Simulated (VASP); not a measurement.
Write the native input for VASP 6.6.1 that does the following.

```yaml
Task: single point
Functional: PBE
Potentials_or_basis: VASP PAW PBE potentials, release 64 (I_GW, Cu_GW)
Cutoff: 500 eV
k_mesh: 3 × 3 × 3
Occupations: gaussian, width 0.02 eV
Spin: no spin polarisation
Further_INCAR_settings: ALGO = Fast; EDIFF = 1e-06; NBANDS = 16
```

The structure of CuI lies in POSCAR:

```
CuI
1.0
    0.0000000000      2.8620890000      2.8620890000
    2.8620890000      0.0000000000      2.8620890000
    2.8620890000      2.8620890000      0.0000000000
I Cu
1 1
Direct
    0.5000000000      0.5000000000      0.5000000000
    0.0000000000      0.0000000000      0.0000000000
```

Measurements of this composition are mostly on another form, of space group No. 216.

The input as run:

INCAR

```
SYSTEM = CuI
PREC = Accurate ; ENCUT = 500
EDIFF = 1E-6 ; ISMEAR = 0
SIGMA = 0.02 ; LREAL = .FALSE.
LASPH = .TRUE. ; NELM = 60
ALGO = Fast ; ISIF = 2
LWAVE = .FALSE. ; LCHARG = .FALSE.
GGA = PE ; NBANDS = 16
```

KPOINTS

```
Automatic mesh
0
G
  3 3 3
  0 0 0
```

Potentials or basis: VASP PAW PBE potentials, release 64 (I_GW, Cu_GW).

Run with:

```bash
$ cat potpaw_PBE.64/I_GW/POTCAR potpaw_PBE.64/Cu_GW/POTCAR > POTCAR
$ mpirun -np 1 vasp_std > vasp.out
```

Results of the run:

| Item | Value |
| --- | --- |
| Pressure | 2.4 GPa |
| Band gap on the k mesh | 0.95 eV, indirect (least direct gap 2.01 eV) |

Caveat: the k mesh is coarse (spacing up to 0.63 Å⁻¹), so the values aren't converged; spin-orbit coupling is left out, which moves the levels of the heavy elements; an odd mesh through Γ misses points on the zone boundary, where band edges often lie.

Run time: 14 s on 1 thread of Intel(R) Xeon(R) Platinum 8259CL CPU @ 2.50GHz (Skylake/Cascade Lake), on a shared host, peak memory 0.16 GiB.
